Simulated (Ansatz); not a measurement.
# LiNbO3: the cost of one run

Method: DFT PBE, scalar-relativistic, plane waves, PAW, in Ansatz 0.2.0.

### Step 1. Starting point

It takes space group R3c (No. 161, trigonal). Conventional cell: a = 5.151 Å, b = 5.151 Å, c = 13.865 Å, α = 90.00°, β = 90.00°, γ = 120.00°. Li (site symmetry 3) is surrounded by 6 O at 2.07 to 2.24 Å. Nb (site symmetry 3) has 6 O at 1.88 to 2.12 Å as nearest neighbours. Around O (site symmetry 1) lie 2 Nb at 1.88 to 2.12 Å and 2 Li at 2.07 to 2.24 Å.

As a file:

```
CELL_PARAMETERS angstrom
2.57565 1.48705 4.62180
-2.57565 1.48705 4.62180
0.00000 -2.97410 4.62180
ATOMIC_POSITIONS crystal
Li 0.30210 0.30210 0.30210
Li 0.80210 0.80210 0.80210
Nb 0.01920 0.01920 0.01920
Nb 0.51920 0.51920 0.51920
O 0.13110 0.37830 0.74050
O 0.74050 0.13110 0.37830
O 0.37830 0.74050 0.13110
O 0.24050 0.87830 0.63110
O 0.87830 0.63110 0.24050
O 0.63110 0.24050 0.87830
```

The structure rests on an entry of the Crystallography Open Database; cell or positions may have been set otherwise for this series.

### Step 2. Relaxing cell and atoms: LiNbO3, no spin

Input file input.yaml:

```yaml
crystal:
  lattice:
    - [2.5756485575, 1.487051388, 4.6218]
    - [-2.5756485575, 1.487051388, 4.6218]
    - [0.0, -2.974102776, 4.6218]
  atoms:
    - { symbol: Li, position: [0.3021, 0.3021, 0.3021] }
    - { symbol: Li, position: [0.8021, 0.8021, 0.8021] }
    - { symbol: Nb, position: [0.0192, 0.0192, 0.0192] }
    - { symbol: Nb, position: [0.5192, 0.5192, 0.5192] }
    - { symbol: O, position: [0.1311, 0.3783, 0.7405] }
    - { symbol: O, position: [0.7405, 0.1311, 0.3783] }
    - { symbol: O, position: [0.3783, 0.7405, 0.1311] }
    - { symbol: O, position: [0.2405, 0.8783, 0.6311] }
    - { symbol: O, position: [0.8783, 0.6311, 0.2405] }
    - { symbol: O, position: [0.6311, 0.2405, 0.8783] }
scf:
  occupations: { method: fixed }
output:
  forces: true
  stress: true
  eigenvalues: true
hamiltonian:
  xc: pbe
kpoints:
  mp_grid: { grid: [4, 4, 4] }
relax:
  f_tol: 0.002
  cell: { stress_tol: 0.02, sigma_target: [0.0, 0.0, -1.0, 0.0, 0.0, 0.0] }
```

Launch:

```
> ansatz run input.yaml --threads 8 --pin off --max-ram 16384MiB --backend cpu --events-out ev --progress --plain --runs-dir out
```

Q: Estimate wall time and peak memory on 8 threads of Arm Neoverse N1, shared host.

About 24 s, with a peak of 0.55 GiB.
